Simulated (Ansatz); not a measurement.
# ZnS: which structure wins at one pressure

Which of rocksalt, CsCl, zincblende, wurtzite, NiAs has the lowest enthalpy for ZnS at one common pressure? The runs shown use PAW.

Program: Ansatz 0.2.0. Level of theory: DFT, PBE, PAW with Ansatz's default frozen-core files, scalar-relativistic. These are calculated values, not measurements.

## Step 1: The structure to begin with

Symmetry: Fm-3m, No. 225, cubic system. Conventional cell: a = 4.652 Å, b = 4.652 Å, c = 4.652 Å, α = 90.00°, β = 90.00°, γ = 90.00°. Zn (site symmetry m-3m) has 6 S at 2.33 Å as nearest neighbours. S (site symmetry m-3m) has 6 Zn at 2.33 Å as nearest neighbours.

As a file:

```cif
data_structure
_symmetry_space_group_name_H-M 'Fm-3m'
_symmetry_Int_Tables_number 225
_cell_length_a 4.6515
_cell_length_b 4.6515
_cell_length_c 4.6515
_cell_angle_alpha 90.000
_cell_angle_beta 90.000
_cell_angle_gamma 90.000
_cell_volume 100.64
loop_
_atom_site_label
_atom_site_type_symbol
_atom_site_symmetry_multiplicity
_atom_site_Wyckoff_symbol
_atom_site_fract_x
_atom_site_fract_y
_atom_site_fract_z
_atom_site_occupancy
Zn1 Zn 4 a 0.00000 0.00000 0.00000 1
S1 S 4 b 0.50000 0.00000 0.00000 1
```

The file gives the conventional cell by its symmetry; the runs use the cell typed in the input.

Atoms are numbered in the order of the input: Zn1, S2.

## Step 2: Cell relaxed at zero pressure, PAW

The input, input.yaml:

```yaml
crystal:
  lattice:
    - [0.0, 2.3257586486, 2.3257586486]
    - [2.3257586486, 0.0, 2.3257586486]
    - [2.3257586486, 2.3257586486, 0.0]
  atoms:
    - { symbol: Zn, position: [0.0, 0.0, 0.0] }
    - { symbol: S, position: [0.5, 0.5, 0.5] }
kpoints:
  mp_grid: { grid: [15, 15, 15] }
scf:
  occupations: { method: fermi_dirac, width: 0.08 }
hamiltonian:
  xc: pbe
  pseudopotentials: { kind: paw }
output:
  forces: true
  stress: true
relax:
  f_tol: 0.005
  max_steps: 40
  cell: {}
```

Run with:

```bash
$ ansatz run input.yaml --threads 1 --pin off --max-ram 3584MiB --backend cpu --events-out ev --progress --plain --runs-dir out
```

The runs that follow: Volume scaled by 0.62, to set the pressure, PAW; Rocksalt relaxed under pressure, PAW; CsCl relaxed under pressure, PAW; Zincblende relaxed under pressure, PAW; Wurtzite relaxed under pressure, PAW; NiAs relaxed under pressure, PAW.

Before running it: what results should come out? Wanted: pressure; lowest.

The runs gave:

```
    quantity                                value
    pressure                              120 GPa
lowest (PAW)  rocksalt, 121.5 meV/atom under NiAs
```

By PAW the order is rocksalt < NiAs < CsCl < wurtzite < zincblende. Only these structures were tried, with electrons smeared by 0.08 eV and without vibrations, so the true ground state may be another. The k meshes differ between phases and weren't tested, which can move differences by some meV.
